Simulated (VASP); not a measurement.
Here is a VASP 6.6.1 calculation.

The input INCAR:

```
SYSTEM = ZrN
ALGO = Fast ; EDIFF = 1E-7
EDIFFG = -0.005 ; ENCUT = 580
GGA = PS ; IBRION = 2
ISIF = 3 ; ISMEAR = 0
LASPH = .True. ; LCHARG = .False.
LREAL = .False. ; LWAVE = .False.
NELM = 100 ; NSW = 90
PREC = Accurate ; SIGMA = 0.1
```

KPOINTS

```
k-points
0
Gamma
  16 16 16
  0 0 0
```

Contents of POSCAR:

```
ZrN
1.0
    0.0000000000      2.2942655900      2.2942655900
    2.2942655900      0.0000000000      2.2942655900
    2.2942655900      2.2942655900      0.0000000000
Zr N
1 1
Direct
    0.5000000000      0.5000000000      0.5000000000
    0.0000000000      0.0000000000      0.0000000000
```

Potentials or basis: VASP PAW PBE potentials, release 64 (Zr_sv, N).

The run is started by

```sh
$ cat potpaw_PBE.64/Zr_sv/POTCAR potpaw_PBE.64/N/POTCAR > POTCAR
$ mpirun -np 1 vasp_std > vasp.out
```

Estimate the space group after relaxing (to 0.05 Å).

Fm-3m (No. 225).

What does it give for the band gap on the k mesh?

None (metal or under the smearing width).

Estimate the relaxed cell.

a = 3.220 Å, b = 3.220 Å, c = 3.220 Å, α = 60.00°, β = 60.00°, γ = 60.00°.

Step by step:
```
step  energy change (eV)  largest force (eV/Å)  pressure (GPa)  volume (Å³)
   1              0.0000                0.0000           -5.83        24.15
   2              0.0251                0.0000           12.20        22.65
   3             -0.0101                0.0000           -0.07        23.62
   4             -0.0101                0.0000            0.05        23.60
```

Caveat: the PAW data sets were made with another functional, which shifts forces and pressure a little.
